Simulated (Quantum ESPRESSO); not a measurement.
A calculation with Quantum ESPRESSO 7.5 of Nb (native input, structure typed inline):

File pw.in:

```
&CONTROL
  calculation = 'scf'
  prefix = 'pwscf'
  outdir = './tmp'
  pseudo_dir = './pseudo'
  tprnfor = .true.
  tstress = .true.
  disk_io = 'low'
/
&SYSTEM
  ibrav = 0
  nat = 1
  ntyp = 1
  ecutwfc = 45
  ecutrho = 360
  nbnd = 12
  occupations = 'smearing'
  smearing = 'fd'
  degauss = 0.00367493
/
&ELECTRONS
  conv_thr = 2d-10
  electron_maxstep = 120
  mixing_beta = 0.5
/
ATOMIC_SPECIES
Nb    92.9064 nb_pbesol_v1.uspp.F.UPF
CELL_PARAMETERS angstrom
  -1.6639500000    1.6639500000    1.6639500000
   1.6639500000   -1.6639500000    1.6639500000
   1.6639500000    1.6639500000   -1.6639500000
ATOMIC_POSITIONS crystal
Nb     0.0000000000    0.0000000000    0.0000000000
K_POINTS automatic
11 11 11 0 0 0
```

The input pp_density.in:

```
&INPUTPP
  prefix = 'pwscf'
  outdir = './tmp'
  filplot = 'density.dat'
  plot_num = 0
/
&PLOT
  nfile = 1
  filepp(1) = 'density.dat'
  iflag = 3
  output_format = 6
  fileout = 'density.cube'
/
```

pp_potential.in

```
&INPUTPP
  prefix = 'pwscf'
  outdir = './tmp'
  filplot = 'potential.dat'
  plot_num = 11
/
&PLOT
  nfile = 1
  filepp(1) = 'potential.dat'
  iflag = 3
  output_format = 6
  fileout = 'potential.cube'
/
```

Potentials or basis: GBRV 1.5 PBEsol.

The run is started by

```sh
$ OMP_NUM_THREADS=1 mpirun -n 2 pw.x -nk 2 -in pw.in > pw.out
$ OMP_NUM_THREADS=1 mpirun -n 1 pp.x -in pp_density.in > pp_density.out
$ OMP_NUM_THREADS=1 mpirun -n 1 pp.x -in pp_potential.in > pp_potential.out
```

Write the same calculation in another form: ASE script, Cartesian positions.

As run:

Contents of run.py:

```python
import numpy as np
from ase.calculators.espresso import Espresso, EspressoProfile
from ase.io import read

atoms = read('Nb.xyz')

input_data = {
    'control': {'calculation': 'scf', 'prefix': 'pwscf', 'outdir': './tmp', 'tprnfor': True, 'tstress': True, 'disk_io': 'nowf'},
    'system': {'ecutwfc': 45.0, 'ecutrho': 360.0, 'nbnd': 12, 'occupations': 'smearing', 'smearing': 'fd', 'degauss': 0.00367493},
    'electrons': {'conv_thr': 2e-10, 'electron_maxstep': 120, 'mixing_beta': 0.5},
}
pseudopotentials = {'Nb': 'nb_pbesol_v1.uspp.F.UPF'}
profile = EspressoProfile(command='mpirun -n 2 pw.x -nk 2', pseudo_dir='pseudo')
dft = Espresso(profile=profile, input_data=input_data, pseudopotentials=pseudopotentials, kpts=(11, 11, 11), koffset=(0, 0, 0))
atoms.calc = dft

print(f'energy {atoms.get_potential_energy():.8f} eV')
print('forces (eV/A)')
print(np.round(atoms.get_forces(), 6))
print('stress (eV/A^3, Voigt)')
print(np.round(atoms.get_stress(), 8))
print(f'Fermi level {dft.get_fermi_level():.4f} eV')
```

Contents of Nb.xyz:

```xyz
1
Lattice="-1.6639500000 1.6639500000 1.6639500000 1.6639500000 -1.6639500000 1.6639500000 1.6639500000 1.6639500000 -1.6639500000" Properties=species:S:1:pos:R:3 pbc="T T T"
Nb     0.0000000000      0.0000000000      0.0000000000
```

Potentials or basis: GBRV 1.5 PBEsol.

The run is started by

```console
$ OMP_NUM_THREADS=1 python run.py
```

Both were run:

|  | native input, structure typed inline | ASE script, Cartesian positions |
| --- | --- | --- |
| Pressure | -8.3 GPa | -8.3 GPa |
| Band gap on the k mesh | none (metal or under the smearing width) | none (metal or under the smearing width) |

Keys that steer only the numerical path or the files written may differ.
